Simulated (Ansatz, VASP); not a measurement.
## One calculation of TiAl, two programs

```
Al Ti
1.0
     3.18632    0.00000    0.00000
     0.00000    3.18632    0.00000
     0.00000    0.00000    3.18632
Al Ti
1 1
Direct
  0.00000 0.00000 0.00000
  0.50000 0.50000 0.50000
```

Alike in both runs: functional PBE; k mesh 14 × 14 × 14; occupations gaussian, width 0.1 eV; no spin polarisation.

Ansatz relaxed the structure, and its values are those at the end. VASP's run is a single point on that final structure, the one shown.

```csv
,VASP,Ansatz
version,VASP 6.6.1,Ansatz 0.2.0
potentials or method,"VASP PAW PBE potentials, release 64 (Al, Ti_sv)","scalar-relativistic, plane waves, PAW"
plane-wave cutoff (eV),520,420
valence electrons in the cell,15,15
```

```csv
,VASP,Ansatz,Ansatz less VASP
gap on the k mesh at the Fermi level (eV),none,none,-
pressure (GPa),0.0,0.0,+0.03
```

A gap of «none» marks a metal or a gap that the smearing closes.
